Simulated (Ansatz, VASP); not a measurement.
# AlN: VASP beside Ansatz

```
Al N
1.0
     2.17484    2.17484    0.00000
    -2.17484    2.17484    0.00000
     0.00000    2.17484    2.17484
Al N
1 1
Direct
  0.00000 0.00000 0.00000
  0.25000 0.75000 0.50000
```

Alike in both runs: functional PBEsol; k mesh 10 × 10 × 10; no spin polarisation.

Ansatz relaxed the structure, and its values are those at the end. VASP's run is a single point on that final structure, the one shown.

|  | VASP | Ansatz |
| --- | --- | --- |
| version | VASP 6.6.1 | Ansatz 0.2.0 |
| potentials or method | VASP PAW PBE potentials, release 64 (Al, N) | PAW with Ansatz's default frozen-core files, scalar-relativistic |
| plane-wave cutoff (eV) | 520 | 420 |
| occupations | gaussian, width 0.01 eV | fixed |
| valence electrons in the cell | 8 | 8 |

|  | VASP | Ansatz | Ansatz less VASP |
| --- | --- | --- | --- |
| gap on the k mesh at the Fermi level (eV) | 3.19 | 3.20 | +0.009 |
| pressure (GPa) | 4.0 | 4.0 | 0.00 |

Caveats: the PAW data sets were made with another functional, which shifts forces and pressure a little (VASP). A k mesh can miss the band edges.
